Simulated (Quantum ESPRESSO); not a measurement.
# Ta (Im-3m) in Quantum ESPRESSO: further runs

The runs below take Ta through phonons, with LDA.

All numbers are computed with Quantum ESPRESSO 7.5; they aren't measurements. Logs are shortened: lines on timing, memory, paths and dates and some standing lists are left out, and cuts for length are marked.

## Step 1: The structure

Symmetry: Im-3m, No. 229, cubic system. The conventional cell has a = 3.303 Å, b = 3.303 Å, c = 3.303 Å, α = 90.00°, β = 90.00°, γ = 90.00°. Ta (site symmetry m-3m) is surrounded by 8 Ta at 2.86 Å.

## Step 2: Phonons, LDA

The input, pw.in:

```
&CONTROL
  calculation = 'scf'
  prefix = 'pwscf'
  outdir = './tmp'
  pseudo_dir = './pseudo'
  tprnfor = .true.
  tstress = .true.
  disk_io = 'low'
/
&SYSTEM
  ibrav = 0
  nat = 1
  ntyp = 1
  ecutwfc = 56
  ecutrho = 448
  nbnd = 12
  occupations = 'smearing'
  smearing = 'mv'
  degauss = 0.01469973
/
&ELECTRONS
  conv_thr = 2d-10
  electron_maxstep = 120
  mixing_beta = 0.5
/
ATOMIC_SPECIES
Ta   180.9479 ta_lda_v1.uspp.F.UPF
CELL_PARAMETERS angstrom
  -1.6512800000    1.6512800000    1.6512800000
   1.6512800000   -1.6512800000    1.6512800000
   1.6512800000    1.6512800000   -1.6512800000
ATOMIC_POSITIONS crystal
Ta     0.0000000000    0.0000000000    0.0000000000
K_POINTS automatic
11 11 11 0 0 0
```

The input, relax.in:

```
&CONTROL
  calculation = 'vc-relax'
  prefix = 'pwscf'
  outdir = './tmp'
  pseudo_dir = './pseudo'
  tprnfor = .true.
  tstress = .true.
  disk_io = 'low'
  nstep = 40
  forc_conv_thr = 0.0001
  etot_conv_thr = 1d-06
/
&SYSTEM
  ibrav = 0
  nat = 1
  ntyp = 1
  ecutwfc = 56
  ecutrho = 448
  nbnd = 12
  occupations = 'smearing'
  smearing = 'mv'
  degauss = 0.01469973
/
&ELECTRONS
  conv_thr = 2d-10
  electron_maxstep = 120
  mixing_beta = 0.5
/
&IONS
  ion_dynamics = 'bfgs'
/
&CELL
  cell_dynamics = 'bfgs'
  press = 0
  press_conv_thr = 0.2
/
ATOMIC_SPECIES
Ta   180.9479 ta_lda_v1.uspp.F.UPF
CELL_PARAMETERS angstrom
  -1.6512800000    1.6512800000    1.6512800000
   1.6512800000   -1.6512800000    1.6512800000
   1.6512800000    1.6512800000   -1.6512800000
ATOMIC_POSITIONS crystal
Ta     0.0000000000    0.0000000000    0.0000000000
K_POINTS automatic
11 11 11 0 0 0
```

The input, scf2.in:

```
&CONTROL
  calculation = 'scf'
  prefix = 'pwscf'
  outdir = './tmp'
  pseudo_dir = './pseudo'
  tprnfor = .true.
  tstress = .true.
  disk_io = 'low'
/
&SYSTEM
  ibrav = 0
  nat = 1
  ntyp = 1
  ecutwfc = 56
  ecutrho = 448
  nbnd = 12
  occupations = 'smearing'
  smearing = 'mv'
  degauss = 0.01469973
/
&ELECTRONS
  conv_thr = 1d-13
  electron_maxstep = 120
  mixing_beta = 0.5
  startingpot = 'file'
  startingwfc = 'file'
/
ATOMIC_SPECIES
Ta   180.9479 ta_lda_v1.uspp.F.UPF
CELL_PARAMETERS angstrom
  -1.6261102204    1.6261102204    1.6261102204
   1.6261102204   -1.6261102204    1.6261102204
   1.6261102204    1.6261102204   -1.6261102204
ATOMIC_POSITIONS crystal
Ta     0.0000000000    0.0000000000    0.0000000000
K_POINTS automatic
11 11 11 0 0 0
```

The input, ph.in:

```
phonons of Ta
&INPUTPH
  prefix = 'pwscf'
  outdir = './tmp'
  tr2_ph = 1d-18
  fildyn = 'dyn'
  niter_ph = 90
  alpha_mix(1) = 0.4
/
0.4330127019 0.4330127019 0.4330127019
```

Potentials or basis: GBRV 1.5 LDA.

The run is started by

```
> OMP_NUM_THREADS=1 pw.x -in pw.in > pw.out
> OMP_NUM_THREADS=1 pw.x -in relax.in > relax.out
> OMP_NUM_THREADS=1 pw.x -in scf2.in > scf2.out
> OMP_NUM_THREADS=1 ph.x -in ph.in > ph.out
```

pw.out:

```text
This program is part of the open-source Quantum ESPRESSO suite
     for quantum simulation of materials; please cite
         "P. Giannozzi et al., J. Phys.:Condens. Matter 21 395502 (2009);
         "P. Giannozzi et al., J. Phys.:Condens. Matter 29 465901 (2017);
         "P. Giannozzi et al., J. Chem. Phys. 152 154105 (2020);
     in publications or presentations arising from this work. More details at

     Message from routine setup:
     using ibrav=0 with symmetry is DISCOURAGED, use correct ibrav instead

     G-vector sticks info
     --------------------
     sticks:   dense  smooth     PW     G-vecs:    dense   smooth      PW
     Sum         977     483    159                19381     6819    1253

     Using Slab Decomposition

     bravais-lattice index     =            0
     lattice parameter (alat)  =       5.4048  a.u.
     unit-cell volume          =     121.5399 (a.u.)^3
     number of atoms/cell      =            1
     number of atomic types    =            1
     number of electrons       =        13.00
     number of Kohn-Sham states=           12
     kinetic-energy cutoff     =      56.0000  Ry
     charge density cutoff     =     448.0000  Ry
     scf convergence threshold =      2.0E-10
     mixing beta               =       0.5000
     number of iterations used =            8  plain     mixing
     Exchange-correlation= SLA  PZ   NOGX NOGC
                           (   1   1   0   0   0   0   0)

     celldm(1)=   5.404807  celldm(2)=   0.000000  celldm(3)=   0.000000
     celldm(4)=   0.000000  celldm(5)=   0.000000  celldm(6)=   0.000000

     crystal axes: (cart. coord. in units of alat)
               a(1) = (  -0.577350   0.577350   0.577350 )
               a(2) = (   0.577350  -0.577350   0.577350 )
               a(3) = (   0.577350   0.577350  -0.577350 )

     reciprocal axes: (cart. coord. in units 2 pi/alat)
               b(1) = ( -0.000000  0.866025  0.866025 )
               b(2) = (  0.866025 -0.000000  0.866025 )
               b(3) = (  0.866025  0.866025  0.000000 )

     PseudoPot. # 1 for Ta read from file:
     ta_lda_v1.uspp.F.UPF
     Pseudo is Ultrasoft + core correction, Zval = 13.0
     Generated by new atomic code, or converted to UPF format
     Using radial grid of  921 points,  7 beta functions with:
                l(1) =   0
                l(2) =   0
                l(3) =   1
                l(4) =   1
                l(5) =   2
                l(6) =   2
                l(7) =   3
     Q(r) pseudized with  6 coefficients,  rinner =    1.300   1.300   1.300
                                                       1.300   1.300   1.300
                                                       1.300

     atomic species   valence    mass     pseudopotential
     Ta               13.00   180.94790     Ta( 1.00)

     48 Sym. Ops., with inversion, found

   Cartesian axes

     site n.     atom                  positions (alat units)
         1        Ta     tau(   1) = (   0.0000000   0.0000000   0.0000000  )

     number of k points=    56  Marzari-Vanderbilt smearing, width (Ry)=  0.0147
                       cart. coord. in units 2pi/alat
        k(    1) = (   0.0000000   0.0000000   0.0000000), wk =   0.0015026
        k(    2) = (   0.0787296   0.0787296   0.0000000), wk =   0.0180316
        k(    3) = (   0.1574592   0.1574592   0.0000000), wk =   0.0180316
        k(    4) = (   0.2361887   0.2361887   0.0000000), wk =   0.0180316
        k(    5) = (   0.3149183   0.3149183   0.0000000), wk =   0.0180316
        k(    6) = (   0.3936479   0.3936479   0.0000000), wk =   0.0180316
[... 48 lines left out ...]
        k(   55) = (  -0.7872958  -0.0787296  -0.0787296), wk =   0.0120210
        k(   56) = (  -0.0000000  -0.0000000   0.7872958), wk =   0.0090158

     Dense  grid:    19381 G-vectors     FFT dimensions: (  40,  40,  40)

     Smooth grid:     6819 G-vectors     FFT dimensions: (  25,  25,  25)

     Initial potential from superposition of free atoms

     starting charge      12.9991, renormalised to      13.0000

     negative rho (up, down):  9.321E-02 0.000E+00
     Starting wfcs are   13 randomized atomic wfcs

     Self-consistent Calculation

     iteration #  1     ecut=    56.00 Ry     beta= 0.50
     Davidson diagonalization with overlap
     ethr =  1.00E-02,  avg # of iterations =  3.8

     Threshold (ethr) on eigenvalues was too large:
     Diagonalizing with lowered threshold

     Davidson diagonalization with overlap
     ethr =  1.61E-04,  avg # of iterations =  2.0

     negative rho (up, down):  9.561E-02 0.000E+00

     total energy              =    -141.91881259 Ry
     estimated scf accuracy    <       0.02188692 Ry

     iteration #  2     ecut=    56.00 Ry     beta= 0.50
     Davidson diagonalization with overlap
     ethr =  1.68E-04,  avg # of iterations =  1.9

     negative rho (up, down):  9.740E-02 0.000E+00

     total energy              =    -141.92058954 Ry
     estimated scf accuracy    <       0.00145331 Ry

     iteration #  3     ecut=    56.00 Ry     beta= 0.50
     Davidson diagonalization with overlap
     ethr =  1.12E-05,  avg # of iterations =  2.3

     negative rho (up, down):  9.840E-02 0.000E+00

     total energy              =    -141.92073213 Ry
     estimated scf accuracy    <       0.00009877 Ry

     iteration #  4     ecut=    56.00 Ry     beta= 0.50
     Davidson diagonalization with overlap
     ethr =  7.60E-07,  avg # of iterations =  1.3

     negative rho (up, down):  9.837E-02 0.000E+00

     total energy              =    -141.92073545 Ry
     estimated scf accuracy    <       0.00000132 Ry

     iteration #  5     ecut=    56.00 Ry     beta= 0.50
     Davidson diagonalization with overlap
     ethr =  1.01E-08,  avg # of iterations =  1.6

     negative rho (up, down):  9.837E-02 0.000E+00

     total energy              =    -141.92073547 Ry
     estimated scf accuracy    <       0.00000017 Ry

     iteration #  6     ecut=    56.00 Ry     beta= 0.50
     Davidson diagonalization with overlap
     ethr =  1.29E-09,  avg # of iterations =  2.0

     negative rho (up, down):  9.837E-02 0.000E+00

     total energy              =    -141.92073550 Ry
     estimated scf accuracy    <          5.1E-09 Ry

     iteration #  7     ecut=    56.00 Ry     beta= 0.50
     Davidson diagonalization with overlap
     ethr =  3.89E-11,  avg # of iterations =  1.6

     negative rho (up, down):  9.836E-02 0.000E+00

     total energy              =    -141.92073550 Ry
     estimated scf accuracy    <          6.4E-10 Ry

     iteration #  8     ecut=    56.00 Ry     beta= 0.50
     Davidson diagonalization with overlap
     ethr =  4.94E-12,  avg # of iterations =  1.9

     negative rho (up, down):  9.836E-02 0.000E+00

     End of self-consistent calculation

          k = 0.0000 0.0000 0.0000 (   887 PWs)   bands (ev):

   -48.8438 -14.7542 -14.7542 -14.7542  10.3899  18.9619  18.9619  18.9619
    22.2190  22.2190  32.9640  32.9640

          k = 0.0787 0.0787 0.0000 (   881 PWs)   bands (ev):

   -48.8346 -14.8556 -14.7856 -14.7547  10.7554  18.7303  18.8851  19.3224
    21.8749  22.2216  33.2779  33.5941

          k = 0.1575 0.1575 0.0000 (   875 PWs)   bands (ev):

   -48.8100 -15.1206 -14.8689 -14.7562  11.7446  18.1696  18.5200  20.3738
    21.5253  22.2766  33.7174  35.3399

          k = 0.2362 0.2362 0.0000 (   870 PWs)   bands (ev):

   -48.7777 -15.4532 -14.9760 -14.7582  12.9755  17.5344  18.1262  21.7237
    22.0163  22.4627  32.8792  34.3267

          k = 0.3149 0.3149 0.0000 (   860 PWs)   bands (ev):

   -48.7478 -15.7459 -15.0726 -14.7601  13.7481  17.0221  18.5819  22.0959
    22.7801  24.0205  31.2957  31.8663

          k = 0.3936 0.3936 0.0000 (   854 PWs)   bands (ev):

   -48.7300 -15.9146 -15.1291 -14.7613  13.8958  16.7427  19.7187  22.1420
    23.0679  25.7435  30.1591  30.2268

          k = 0.1575 0.0787 0.0787 (   875 PWs)   bands (ev):

   -48.8178 -15.0381 -14.8204 -14.7790  11.4393  18.4250  18.5293  20.0844
    21.4336  22.3584  33.7923  34.6747

          k = 0.2362 0.1575 0.0787 (   870 PWs)   bands (ev):

   -48.7893 -15.3219 -14.9208 -14.7904  12.6042  17.8328  18.0473  21.2769
    21.5139  22.6051  33.8107  35.0400

          k = 0.3149 0.2362 0.0787 (   860 PWs)   bands (ev):

   -48.7582 -15.6138 -15.0406 -14.7949  13.7168  17.2633  17.9427  21.6449
    22.8483  23.3902  32.0654  33.3730

          k = 0.3936 0.3149 0.0787 (   854 PWs)   bands (ev):

   -48.7343 -15.8281 -15.1322 -14.7977  14.1407  16.8925  18.7719  22.0110
    23.0952  25.3632  30.3887  31.3190

          k = 0.4724 0.3936 0.0787 (   852 PWs)   bands (ev):

   -48.7254 -15.9063 -15.1662 -14.7987  14.1693  16.7637  19.4839  21.9659
    23.3319  26.3844  29.4523  30.6505

          k = 0.3149 0.1575 0.1575 (   853 PWs)   bands (ev):

   -48.7620 -15.5425 -15.0236 -14.8368  13.7874  17.3402  17.6470  21.2860
    22.9462  23.2911  32.5510  34.7820

          k = 0.3936 0.2362 0.1575 (   859 PWs)   bands (ev):

   -48.7369 -15.7154 -15.1641 -14.8568  14.6861  16.9813  17.7769  21.6709
    23.0610  25.3851  30.5726  33.2419

          k = 0.4724 0.3149 0.1575 (   859 PWs)   bands (ev):

   -48.7219 -15.8071 -15.2605 -14.8642  14.8779  16.8742  18.4212  21.9194
    23.2888  27.1768  28.6911  31.9278
[... 163 lines left out ...]
   -48.6872 -15.6802 -15.5231 -15.0851  16.0526  16.1413  17.8405  22.1046
    23.2988  27.9469  28.9085  31.4744

          k =-0.0000-0.0000 0.4724 (   855 PWs)   bands (ev):

   -48.7213 -15.4451 -15.2187 -15.2187  15.0310  16.8460  19.7898  19.7898
    21.8391  23.0919  33.0299  36.6953

          k =-0.0000-0.0787 0.5511 (   861 PWs)   bands (ev):

   -48.6958 -15.5982 -15.3240 -15.2549  15.5291  16.0988  19.9634  20.3332
    23.3538  23.5400  32.7366  34.3486

          k =-0.0000-0.1575 0.6298 (   853 PWs)   bands (ev):

   -48.6806 -15.7188 -15.3856 -15.2433  15.3789  16.0543  19.8636  20.2204
    25.1277  25.6674  29.8185  32.1631

          k = 0.0787-0.0787 0.6298 (   858 PWs)   bands (ev):

   -48.6764 -15.6478 -15.4576 -15.2849  15.5297  15.6017  19.8168  21.6683
    23.6120  25.6331  30.6667  32.0942

          k =-0.7873-0.1575-0.1575 (   852 PWs)   bands (ev):

   -48.6691 -15.6668 -15.5209 -15.2807  15.3336  15.5823  19.6320  22.1770
    24.3480  27.8658  28.4325  30.4996

          k =-0.0000-0.0000 0.6298 (   852 PWs)   bands (ev):

   -48.6723 -15.5626 -15.4330 -15.4330  15.3471  15.3986  21.5063  21.5063
    23.5795  23.7988  32.2573  32.2573

          k =-0.0000-0.0787 0.7086 (   859 PWs)   bands (ev):

   -48.6583 -15.6287 -15.4967 -15.4480  14.9631  15.1136  21.9885  22.0004
    24.8848  25.8527  29.4011  30.2216

          k =-0.7873-0.0787-0.0787 (   862 PWs)   bands (ev):

   -48.6516 -15.5904 -15.5904 -15.4595  14.8297  14.8297  21.9658  24.1570
    24.1570  28.0833  28.0833  28.1959

          k =-0.0000-0.0000 0.7873 (   856 PWs)   bands (ev):

   -48.6450 -15.5795 -15.5616 -15.5616  14.5704  14.6149  24.0787  24.0787
    24.8782  26.3071  28.1227  28.1227

     the Fermi energy is    18.2569 ev

!    total energy              =    -141.92073550 Ry
     estimated scf accuracy    <          3.8E-11 Ry
     smearing contrib. (-TS)   =       0.00054355 Ry
     internal energy E=F+TS    =    -141.92127904 Ry

     The total energy is F=E-TS. E is the sum of the following terms:
     one-electron contribution =     -15.50466934 Ry
     hartree contribution      =      14.17609880 Ry
     xc contribution           =     -42.04488507 Ry
     ewald contribution        =     -98.54782342 Ry

     convergence has been achieved in   8 iterations

     negative rho (up, down):  9.836E-02 0.000E+00

     Forces acting on atoms (cartesian axes, Ry/au):

     atom    1 type  1   force =     0.00000000    0.00000000    0.00000000

     Total force =     0.000000     Total SCF correction =     0.000000

     Computing stress (Cartesian axis) and pressure

     negative rho (up, down):  9.836E-02 0.000E+00
          total   stress  (Ry/bohr**3)                   (kbar)     P=      -95.23
  -0.00064735  -0.00000000  -0.00000000          -95.23       -0.00       -0.00
  -0.00000000  -0.00064735  -0.00000000           -0.00      -95.23       -0.00
  -0.00000000  -0.00000000  -0.00064735           -0.00       -0.00      -95.23

=------------------------------------------------------------------------------=
   JOB DONE.
=------------------------------------------------------------------------------=
```

It took 2.5 min on 1 thread of Arm Neoverse V1, shared host; peak memory 0.16 GiB.

What came out:

```
Free energy                                 : -1930.9548 eV
Relaxed volume                              : 17.20 Å³/atom
Relaxed cell                                : a = 2.817 Å, b = 2.817 Å, c = 2.817 Å, α = 109.47°, β = 109.47°, γ = 109.47°
Space group after relaxing (to 0.05 Å)      : Im-3m (No. 229)
Pressure after relaxing                     : 0.0 GPa
Band gap on the k mesh                      : none (metal or under the smearing width)
Highest phonon frequency at the q point run : 125 cm⁻¹
```

Step by step:
```tsv
step	energy change (eV)	largest force (eV/Å)	pressure (GPa)	volume (Å³)
1	0.0000	0.0000	-9.52	18.01
2	-0.0248	0.0000	0.66	17.15
3	-0.0249	0.0000	-0.05	17.20
4	-0.0249	0.0000	0.00	17.20
```

Final structure:
```yaml
crystal:
  lattice:
    - [-1.62611, 1.62611, 1.62611]
    - [1.62611, -1.62611, 1.62611]
    - [1.62611, 1.62611, -1.62611]
  atoms:
    - { symbol: Ta, position: [0.00000, 0.00000, 0.00000] }
```

Phonon frequencies in cm⁻¹ (negative: imaginary):
| q point | frequencies |
| --- | --- |
| (0.250, 0.250, 0.250) | 125 125 125 |

Phonon modes at q = (0.250, 0.250, 0.250) in reciprocal lattice units:
| mode | symmetry | cm⁻¹ |
| --- | --- | --- |
| 1 | T_2 | 125 |
| 2 | T_2 | 125 |
| 3 | T_2 | 125 |

Caveat: the q point doesn't lie on the k mesh, which can shift a metal's frequencies strongly unless the mesh is converged. The run has no spin-orbit coupling, so splittings on Ta are missing.

[end of part 1 of 3]
